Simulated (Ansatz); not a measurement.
Input of an Ansatz 0.2.0 run:

File input.yaml:

```yaml
crystal:
  lattice:
    - [-1.9814305318, 1.9814305318, 1.9814305318]
    - [1.9814305318, -1.9814305318, 1.9814305318]
    - [1.9814305318, 1.9814305318, -1.9814305318]
  atoms:
    - { symbol: Bi, position: [0.0, 0.0, 0.0] }
hamiltonian:
  xc: pbesol
  pseudopotentials: { kind: paw }
kpoints:
  mp_grid: { grid: [9, 9, 9] }
  band_path:
    path:
      - [[0.0, 0.0, 0.0], [0.5, -0.5, 0.5], [0.0, 0.0, 0.5], [0.0, 0.0, 0.0], [0.25, 0.25, 0.25], [0.5, -0.5, 0.5]]
      - [[0.25, 0.25, 0.25], [0.0, 0.0, 0.5]]
    npoints: 14
scf:
  occupations: { method: fermi_dirac, width: 0.05 }
  n_extra_bands: 6
output:
  forces: true
  stress: true
  eigenvalues: true
  fatbands: false
```

Potentials or basis: Ansatz PAW.

Run with:

```bash
$ ansatz run input.yaml --threads 2 --pin off --max-ram 5120MiB --backend cpu --events-out ev --progress --plain --runs-dir out
```

Problem. What does it give for the pressure?

Solution. -2.0 GPa.

Problem. What does it give for the band gap on the k mesh?

Solution. None (metal or under the smearing width).

Levels at the corners of the path, in eV from the Fermi level:
```
point  band 5  band 6  band 7  band 8  band 9  band 10
    Γ  -22.85  -13.54    5.10    5.10    5.10     9.10
    H  -22.78   -8.37   -1.82   -1.82   -1.82     3.49
    N  -22.76  -10.48   -5.10    1.56    3.43     5.94
    Γ  -22.85  -13.54    5.10    5.10    5.10     9.10
    P  -22.85   -9.95   -2.36   -2.36   -2.36    14.93
    H  -22.78   -8.37   -1.82   -1.82   -1.82     3.49
    P  -22.85   -9.95   -2.36   -2.36   -2.36    14.93
    N  -22.76  -10.48   -5.10    1.56    3.43     5.94
```

Caveat: spin-orbit coupling is left out, which moves the levels of the heavy elements; the PAW data sets come from PBE, with cores solved anew for the run's functional, which leaves a small shift of forces and pressure.
